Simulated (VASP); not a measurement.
# GaP (R-3m) in VASP: a series of runs

One crystal, GaP, is run at these levels: r2SCAN; tasks: single point.

All numbers are computed with VASP 6.6.1; they aren't measurements. Logs are shortened: lines on timing, memory, paths and dates and some standing lists are left out, and cuts for length are marked.

## Step 1: The structure

It takes space group R-3m (No. 166, trigonal). Conventional cell: a = 3.842 Å, b = 3.842 Å, c = 19.120 Å, α = 90.00°, β = 90.00°, γ = 120.00°. Ga (site symmetry 3m) is surrounded by 3 P at 2.38 Å and 1 Ga at 2.46 Å. P (site symmetry 3m) has 1 P at 2.21 Å and 3 Ga at 2.38 Å as nearest neighbours.

Measurements of this composition are mostly on another form, of space group No. 216.

## Step 2: Single point, r2SCAN

File POSCAR:

```
GaP
1.0
    1.9208610410      1.1090096374      6.3733806980
   -1.9208610410      1.1090096374      6.3733806980
    0.0000000000     -2.2180192798      6.3733806971
Ga P
2 2
Direct
    0.4357742193      0.4357742193      0.4357742193
    0.5642257807      0.5642257807      0.5642257807
    0.0576727090      0.0576727090      0.0576727090
    0.9423272910      0.9423272910      0.9423272910
```

File INCAR.step1:

```
SYSTEM = GaP
ALGO = Normal ; EDIFF = 1E-4
ENCUT = 520 ; GGA = PE
ISMEAR = 0 ; LASPH = .TRUE.
LCHARG = .FALSE. ; LREAL = .FALSE.
LWAVE = .TRUE. ; NBANDS = 26
NELM = 100 ; PREC = Accurate
SIGMA = 0.02
```

File INCAR.step2:

```
SYSTEM = GaP
ALGO = Normal ; EDIFF = 1E-7
ENCUT = 520 ; ISIF = 2
ISMEAR = 0 ; ISTART = 1
LASPH = .TRUE. ; LCHARG = .FALSE.
LMIXTAU = .TRUE. ; LREAL = .FALSE.
LWAVE = .FALSE. ; METAGGA = R2SCAN
NBANDS = 26 ; NELM = 100
PREC = Accurate ; SIGMA = 0.02
```

File KPOINTS:

```
k-points
0
G
  9 9 9
  0 0 0
```

Potentials or basis: VASP PAW PBE potentials, release 64 (Ga_d, P).

The run is started by

```bash
$ cat potpaw_PBE.64/Ga_d/POTCAR potpaw_PBE.64/P/POTCAR > POTCAR
$ cp INCAR.step1 INCAR
$ mpirun -np 1 vasp_std > vasp.out
$ cp INCAR.step2 INCAR
$ mpirun -np 1 vasp_std > vasp.out
```

OUTCAR:

```text
SYSTEM = GaP
   EDIFF = 1E-7
   ENCUT = 520
   ISIF = 2
   ISMEAR = 0
   ISTART = 1
   LASPH = .TRUE.
   LREAL = .FALSE.
   METAGGA = R2SCAN
   NELM = 100
   PREC = Accurate

 ion  position               nearest neighbor table
   1  0.436  0.436  0.436-   3 2.38   3 2.38   3 2.38   2 2.46
   2  0.564  0.564  0.564-   4 2.38   4 2.38   4 2.38   1 2.46
   3  0.058  0.058  0.058-   4 2.21   1 2.38   1 2.38   1 2.38
   4  0.942  0.942  0.942-   3 2.21   2 2.38   2 2.38   2 2.38

  LATTYP: Found a trigonal (rhomboedric) cell.
 ALAT       =     6.7483028264
 COS(alpha) =     0.8379560705

  Lattice vectors:

 A1 = (   1.9208610410,   1.1090096374,   6.3733806980)
 A2 = (  -1.9208610410,   1.1090096374,   6.3733806980)
 A3 = (   0.0000000000,  -2.2180192798,   6.3733806971)

Analysis of symmetry for initial positions (statically):
=====================================================================
 Subroutine PRICEL returns:
 Original cell was already a primitive cell.

 Routine SETGRP: Setting up the symmetry group for a
 trigonal (rhombohedral) supercell.

 Subroutine GETGRP returns: Found 12 space group operations
 (whereof 12 operations were pure point group operations)
 out of a pool of 12 trial point group operations.

The static configuration has the point symmetry D_3d.

Analysis of symmetry for dynamics (positions and initial velocities):
=====================================================================
 Subroutine PRICEL returns:
 Original cell was already a primitive cell.

 Routine SETGRP: Setting up the symmetry group for a
 trigonal (rhombohedral) supercell.

 Subroutine GETGRP returns: Found 12 space group operations
 (whereof 12 operations were pure point group operations)
 out of a pool of 12 trial point group operations.

The dynamic configuration has the point symmetry D_3d.

 Subroutine INISYM returns: Found 12 space group operations
 (whereof 12 operations are pure point group operations),
 and found     1 'primitive' translations

----------------------------------------------------------------------------------------

                                     Primitive cell

  volume of cell :      81.4615

  direct lattice vectors                    reciprocal lattice vectors
     1.920861041  1.109009637  6.373380698     0.260299933  0.150284236  0.052300867
    -1.920861041  1.109009637  6.373380698    -0.260299933  0.150284236  0.052300867
     0.000000000 -2.218019280  6.373380697     0.000000000 -0.300568473  0.052300866

  length of vectors
     6.748302826  6.748302826  6.748302826     0.305084886  0.305084886  0.305084886

  position of ions in fractional coordinates (direct lattice)
     0.435774219  0.435774219  0.435774219
     0.564225781  0.564225781  0.564225781
     0.057672709  0.057672709  0.057672709
     0.942327291  0.942327291  0.942327291

  ion indices of the primitive-cell ions
   primitive index   ion index
                 1           1
                 2           2
                 3           3
                 4           4

----------------------------------------------------------------------------------------

 KPOINTS: k-points

Automatic generation of k-mesh.
 Grid dimensions read from file:
 generate k-points for:    9    9    9

 Generating k-lattice:

  Cartesian coordinates                     Fractional coordinates (reciprocal lattice)
     0.028922215  0.016698248  0.005811207     0.111111111 -0.000000000  0.000000000
    -0.028922215  0.016698248  0.005811207    -0.000000000  0.111111111  0.000000000
     0.000000000 -0.033396497  0.005811207     0.000000000  0.000000000  0.111111111

  Length of vectors
     0.033898321  0.033898321  0.033898321

  Shift w.r.t. Gamma in fractional coordinates (k-lattice)
     0.000000000  0.000000000  0.000000000

 Subroutine IBZKPT returns following result:
 ===========================================

 Found     85 irreducible k-points:

 Following reciprocal coordinates:
            Coordinates               Weight
  0.000000  0.000000  0.000000      1.000000
  0.111111  0.000000  0.000000      6.000000
  0.222222  0.000000  0.000000      6.000000
  0.333333  0.000000  0.000000      6.000000
  0.444444  0.000000  0.000000      6.000000
  0.111111  0.111111  0.000000      6.000000
[... 16 lines left out ...]
 -0.333333  0.333333  0.000000      6.000000
  0.444444  0.444444  0.000000      6.000000
 [... further k-points ...]
   k-points           NKPTS =     85   k-points in BZ     NKDIM =     85   number of bands    NBANDS=     26
   number of dos      NEDOS =    301   number of ions     NIONS =      4
   total plane-waves  NPLWV = 125000
   dimension x,y,z NGX =    50 NGY =   50 NGZ =   50
   dimension x,y,z NGXF=   100 NGYF=  100 NGZF=  100
   ions per type =               2   2
   NGX,Y,Z   is equivalent  to a cutoff of  12.32, 12.32, 12.32 a.u.
   NGXF,Y,Z  is equivalent  to a cutoff of  24.64, 24.64, 24.64 a.u.
 SYSTEM =  GaP
   PREC   = accura    normal or accurate (medium, high low for compatibility)
   ISTART =      1    job   : 0-new  1-cont  2-samecut
   ICHARG =      0    charge: 1-file 2-atom 10-const
   ISPIN  =      1    spin polarized calculation?
   LNONCOLLINEAR =      F non collinear calculations
   LSORBIT =      F    spin-orbit coupling
   LASPH  =      T    aspherical Exc in radial PAW
   ENCUT  =  520.0 eV  38.22 Ry    6.18 a.u.  12.55 12.55 12.55*2*pi/ulx,y,z
   NELM   =    100;   NELMIN=  2; NELMDL=  0     # of ELM steps
   EDIFF  = 0.1E-06   stopping-criterion for ELM
   LREAL  =      F    real-space projection
   EDIFFG = 0.1E-05   stopping-criterion for IOM
   NSW    =      0    number of steps for IOM
   IBRION =     -1    ionic relax: 0-MD 1-quasi-New 2-CG
   NFREE  =      0    steps in history (QN), initial steepest desc. (CG)
   ISIF   =      2    stress and relaxation
   ISYM   =      2    0-nonsym 1-usesym 2-fastsym
   POTIM  = 0.5000    time-step for ionic-motion
   TEBEG  =    0.0;   TEEND  =   0.0 temperature during run
   PSTRESS=    0.0 pullay stress
   NELECT =      36.0000    total number of electrons
   NUPDOWN=      -1.0000    fix difference up-down
   EMIN   =  10.00;   EMAX   =-10.00  energy-range for DOS
   EFERMI =   0.00;   METHOD = LEGACY
   ISMEAR =     0;   SIGMA  =   0.02  broadening in eV -4-tet -1-fermi 0-gaus
   EFERMI_NEDOS =   21; number of points for ismear=-14 and -15
   IALGO  =     38    algorithm
   IMIX   =      4    mixing-type and parameters
     AMIX     =   0.40;   BMIX     =  1.00
     AMIX_MAG =   1.60;   BMIX_MAG =  1.00
  volume/ion in A,a.u.               =      20.37       137.43
  Fermi-wavevector in a.u.,A,eV,Ry     =   1.246976  2.356444 21.156378  1.554950
  Thomas-Fermi vector in A             =   2.381129
   LORBIT       =      0    0 simple, 1 ext, 2 COOP (PROOUT), +10 PAW based schemes
   METAGGA = R2SCAN    functional components
   LHFCALC =     F    Hartree Fock is set to
   AEXX    =    0.0000 exact exchange contribution
   IVDW    =     0    specifies the selected vdW correction
   LEPSILON=     F    determine dielectric tensor
   LRPA    =     F    only Hartree local field effects (RPA)
 non-spin polarized calculation
 Gauss-broadening in eV      SIGMA  =   0.02
  energy-cutoff  :      520.00
  volume of cell :       81.46
 maximum number of plane-waves:      2214
 NGX is ok and might be reduce to    50
   NGX = 25   NGY = 25   NGZ = 25

 number of electron      35.9999999 magnetization

 Free energy of the ion-electron system (eV)
  ---------------------------------------------------
  ext. energy  EPLUGINS =         0.00000000
  ---------------------------------------------------
  free energy    TOTEN  =       -42.32986202 eV

  energy without entropy =      -42.32986202  energy(sigma->0) =      -42.32986202

 E-fermi :   4.8593     XC(G=0): -10.5264

 val. band max:        4.7564923470   @ k =   0.0000   0.0000   0.0000
 cond. band min:       5.8762593336   @ k =  -0.4444  -0.4444   0.1111
 fundamental gap:      1.1197669867
 Fermi energy:         4.8593348824

 k-point     1 :       0.0000    0.0000    0.0000
  band No.  band energies     occupation
      1     -10.4997      2.00000
      2     -10.3550      2.00000
      3     -10.3550      2.00000
      4     -10.3364      2.00000
      5     -10.3364      2.00000
      6     -10.2713      2.00000
[... 18 lines left out ...]
     25       9.5008      0.00000
     26      13.5934      0.00000

 k-point     2 :       0.1111    0.0000    0.0000
  band No.  band energies     occupation
      1     -10.4971      2.00000
      2     -10.3762      2.00000
      3     -10.3532      2.00000
      4     -10.3462      2.00000
      5     -10.3304      2.00000
      6     -10.2741      2.00000
[... 18 lines left out ...]
     25       9.9537      0.00000
     26      13.3935      0.00000

 k-point     3 :       0.2222    0.0000    0.0000
  band No.  band energies     occupation
      1     -10.4925      2.00000
      2     -10.4192      2.00000
      3     -10.3666      2.00000
      4     -10.3495      2.00000
      5     -10.3151      2.00000
      6     -10.2813      2.00000
[... 18 lines left out ...]
     25      11.0959      0.00000
     26      12.5418      0.00000

 k-point     4 :       0.3333    0.0000    0.0000
  band No.  band energies     occupation
      1     -10.4934      2.00000
      2     -10.4534      2.00000
      3     -10.3842      2.00000
      4     -10.3468      2.00000
      5     -10.2977      2.00000
      6     -10.2898      2.00000
[... 18 lines left out ...]
     25      12.1245      0.00000
     26      12.5098      0.00000
[... 496 lines left out ...]
      1     -10.4897      2.00000
      2     -10.4499      2.00000
      3     -10.4133      2.00000
      4     -10.3431      2.00000
      5     -10.3175      2.00000
      6     -10.2664      2.00000
[... 18 lines left out ...]
     25      13.1093      0.00000
     26      13.9159      0.00000

 k-point    23 :      -0.3333    0.3333    0.0000
  band No.  band energies     occupation
      1     -10.4930      2.00000
      2     -10.4524      2.00000
      3     -10.4109      2.00000
      4     -10.3324      2.00000
      5     -10.3310      2.00000
      6     -10.2550      2.00000
[... 18 lines left out ...]
     25      12.7706      0.00000
     26      13.0693      0.00000

 k-point    24 :       0.4444    0.4444    0.0000
  band No.  band energies     occupation
      1     -10.4944      2.00000
      2     -10.4380      2.00000
      3     -10.4196      2.00000
      4     -10.3517      2.00000
      5     -10.2958      2.00000
      6     -10.2848      2.00000
[... 18 lines left out ...]
     25      14.2340      0.00000
     26      15.1232      0.00000

 [... further k-points ...]

------------------------ aborting loop because EDIFF is reached ----------------------------------------

  FORCE on cell =-STRESS in cart. coord.  units (eV):
  Direction    XX          YY          ZZ          XY          YZ          ZX
  --------------------------------------------------------------------------------------
  -------------------------------------------------------------------------------------
  Total       -0.0136543     -0.0136543     -0.1784142      0.0000000      0.0000000     -0.0000000
  in kB       -0.2685507     -0.2685507     -3.5090337      0.0000000      0.0000000     -0.0000000
  external PRESSURE =      -1.3487117 kB  Pullay stress =       0.0000000 kB

 VOLUME and BASIS-vectors are now :
 -----------------------------------------------------------------------------
  energy-cutoff  :      520.00
  volume of cell :       81.46
      direct lattice vectors                 reciprocal lattice vectors
     1.920861041  1.109009637  6.373380698     0.260299933  0.150284236  0.052300867
    -1.920861041  1.109009637  6.373380698    -0.260299933  0.150284236  0.052300867
     0.000000000 -2.218019280  6.373380697     0.000000000 -0.300568473  0.052300866

 POSITION                                       TOTAL-FORCE (eV/Angst)
 -----------------------------------------------------------------------------------
      0.00000     -0.00000      8.33206         0.000000      0.000000     -0.002859
      0.00000     -0.00000     10.78808         0.000000     -0.000000      0.002859
      0.00000     -0.00000      1.10271         0.000000      0.000000     -0.066938
      0.00000     -0.00000     18.01743         0.000000     -0.000000      0.066938
 -----------------------------------------------------------------------------------
    total drift:                               -0.000000     -0.000000      0.000000

  FREE ENERGIE OF THE ION-ELECTRON SYSTEM (eV)
  ---------------------------------------------------
  free  energy   TOTEN  =       -42.3298620151 eV

  energy  without entropy=      -42.3298620151  energy(sigma->0) =      -42.32986202
```

It took 22 min on 1 thread of Intel Xeon Platinum 8375C at 2.90GHz (Ice Lake), shared host; peak memory 0.46 GiB.

Results:

```
Free energy            : -42.3299 eV
Pressure               : -0.1 GPa
Largest force          : 0.067 eV/Å
Band gap on the k mesh : 1.12 eV, indirect (least direct gap 1.59 eV)
```

Forces in eV/Å, atoms in the order of the input:
```
Ga   0.000  0.000 -0.003
Ga   0.000  0.000  0.003
P    0.000  0.000 -0.067
P    0.000  0.000  0.067
```

Stress tensor (GPa, compression positive):
```
-0.03  0.00  0.00
 0.00 -0.03  0.00
 0.00  0.00 -0.35
```

Levels at points of the mesh, in eV from the valence-band top:
| k point | band 15 | band 16 | band 17 | band 18 | band 19 | band 20 | band 21 | band 22 |
| --- | --- | --- | --- | --- | --- | --- | --- | --- |
| (0.00, 0.00, 0.00) | -1.91 | -0.25 | 0.00 | 0.00 | 1.59 | 2.18 | 3.08 | 3.95 |

Caveat: the PAW data sets were made with another functional, which shifts forces and pressure a little; an odd mesh through Γ misses points on the zone boundary, where band edges often lie.

(Continued in part 2 of 2.)
